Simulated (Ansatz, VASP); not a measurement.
Two plane-wave programs on Pt

Contents of INCAR:

```
PREC = Accurate
ENCUT = 520
EDIFF = 1E-7
ISMEAR = 0
SIGMA = 0.15
LREAL = F
LASPH = T
NELM = 100
ALGO = Normal
ISIF = 2
LWAVE = F
LCHARG = F
GGA = PS
NBANDS = 11
```

The input KPOINTS:

```
regular mesh
0
Gamma
  20 20 20
```

Contents of POSCAR:

```
Pt
1.0
    0.0000000000      1.7621100000      1.9579000000
    1.7621100000      0.0000000000      1.9579000000
    1.7621100000      1.7621100000      0.0000000000
Pt
1
Direct
    0.0000000000      0.0000000000      0.0000000000
```

Input for Ansatz:

```yaml
crystal:
  lattice:
    - [0.0, 1.76211, 1.9579]
    - [1.76211, 0.0, 1.9579]
    - [1.76211, 1.76211, 0.0]
  atoms:
    - { symbol: Pt, position: [0.0, 0.0, 0.0] }
basis:
  ecutwfc: 420
kpoints:
  mp_grid: { grid: [20, 20, 20] }
hamiltonian:
  xc: pbesol
scf:
  occupations: { method: gaussian, width: 0.15 }
output:
  forces: true
  stress: true
  eigenvalues: true
```

Change from the starting cell: strain -0.1000 x Voigt [1, 1, 0, 0, 0, 0], atoms carried along.

Alike in both runs: task single point; functional PBEsol; k mesh 20 × 20 × 20; occupations gaussian, width 0.15 eV; no spin polarisation.

```csv
,VASP,Ansatz
version,VASP 6.6.1,Ansatz 0.2.0
potentials or method,"VASP PAW PBE potentials, release 64 (Pt)","scalar-relativistic, plane waves, PAW"
plane-wave cutoff (eV),520,420
valence electrons in the cell,10,18
```

Ansatz gave:

```
gap on the k mesh at the Fermi level (eV)       : none
pressure (GPa)                                  : 109.5
largest component of the traceless stress (GPa) : 21.43
```

**Question.** Which values does VASP return?

**Answer.** gap on the k mesh at the Fermi level (eV): none; pressure (GPa): 109.9; largest component of the traceless stress (GPa): 21.51.

A gap of «none» marks a metal or a gap that the smearing closes. The functional is the same, so the differences come from potentials, cutoffs and numerics. The two sets of potentials don't hold the same shells in valence.

Caveats: the cell as given lies far from equilibrium; so large a pressure means that the cell lies far from this level's equilibrium, or that cutoff or potentials fall short (VASP); the potentials were made for another functional, which shifts forces and pressure (VASP). Spin-orbit coupling is left out, which matters for the levels of Pt.
